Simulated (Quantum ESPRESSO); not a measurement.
Crystal: Sb.

```
Sb
1.0
     3.16000    0.00000    0.00000
     0.00000    3.16000    0.00000
     0.00000    0.00000    3.16000
Sb
1
Direct
  0.00000 0.00000 0.00000
```

This isn't the form of Sb at room conditions, which is rhombohedral.

Base run:

```yaml
Program: Quantum ESPRESSO 7.5
Functional: PBEsol
Potentials_or_basis: GBRV 1.5 PBEsol
Cutoff: 612 eV
Density_cutoff: 4898 eV
k_mesh: 8 × 8 × 8
Occupations: fermi-dirac, width 0.05 eV
Spin: no spin polarisation
```

Its results: band gap on the k mesh none (metal or under the smearing width); pressure -4.8 GPa.

Question: The run is repeated on the same cell with these changes: functional from PBEsol to LDA; potentials or basis from GBRV 1.5 PBEsol to GBRV 1.5 LDA. What comes out?

Answer: Band gap on the k mesh none (metal or under the smearing width); pressure -5.9 GPa.

Caveats: spin-orbit coupling is left out, which moves the levels of the heavy elements (some runs).
